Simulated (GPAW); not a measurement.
A calculation with GPAW 26.7.0 of K (ASE script, structure typed inline):

Contents of run.py:

```python
from ase import Atoms
from ase.dft.bandgap import bandgap
from ase.io import write
from ase.units import Bohr, GPa
from gpaw import GPAW, PW
from gpaw.elf import elf_from_dft_calculation

atoms = Atoms(['K'],
              cell=[[4.31043949, 0.0, 0.0],
                    [0.0, 4.31043949, 0.0],
                    [0.0, 0.0, 4.31043949]],
              scaled_positions=[[0.0, 0.0, 0.0]],
              pbc=True)

calc = GPAW(mode=PW(600),
            xc='PBE',
            kpts={'size': (6, 6, 6), 'gamma': True},
            occupations={'name': 'fermi-dirac', 'width': 0.05},
            nbands=11,
            convergence={'density': 1e-05, 'energy': 1e-05},
            maxiter=150,
            txt='gpaw.txt')
atoms.calc = calc
energy = atoms.get_potential_energy()
forces = atoms.get_forces()
stress = atoms.get_stress()
calc.write('gs.gpw')
write('result.traj', atoms)
print(f'Energy: {energy:.6f} eV')
print('Forces (eV/A):')
print(forces.round(4))
print('Stress (GPa):', (stress / GPa).round(3))
print('Fermi level:', round(calc.get_fermi_level(), 4), 'eV')
print(f'Gap: {bandgap(calc)[0]:.4f} eV, direct: {bandgap(calc, direct=True)[0]:.4f} eV')

# fields on the real-space grid
write('density.cube', atoms, data=calc.get_pseudo_density() * Bohr**3)
write('potential.cube', atoms, data=calc.get_electrostatic_potential())
write('elf.cube', atoms, data=elf_from_dft_calculation(calc).data)
```

Potentials or basis: GPAW PAW data sets (gpaw-data 1.2.1), pw.

Launch:

```console
$ OMP_NUM_THREADS=1 python run.py
```

This isn't the form of K at room conditions, which is bcc.

Problem. Write the same calculation in another form: cli, structure from a POSCAR.

Solution. As run:

POSCAR

```
K
1.0
    4.3104394900      0.0000000000      0.0000000000
    0.0000000000      4.3104394900      0.0000000000
    0.0000000000      0.0000000000      4.3104394900
K
1
Direct
    0.0000000000      0.0000000000      0.0000000000
```

Potentials or basis: GPAW PAW data sets (gpaw-data 1.2.1), pw.

Launch:

```sh
$ OMP_NUM_THREADS=1 gpaw run POSCAR -p 'mode=PW(600),xc=PBE,kpts={size:(6,6,6),gamma:True},occupations={name:fermi-dirac,width:0.05},nbands=11,convergence={density:1e-05,energy:1e-05},maxiter=150,txt=gpaw.txt' --properties efs -w gs.gpw
```

Both were run:

|  | ASE script, structure typed inline | cli, structure from a POSCAR |
| --- | --- | --- |
| Pressure | 0.0 GPa | 0.0 GPa |
| Band gap on the k mesh | none (metal or under the smearing width) | none (metal or under the smearing width) |

Keys that steer only the numerical path or the files written may differ.
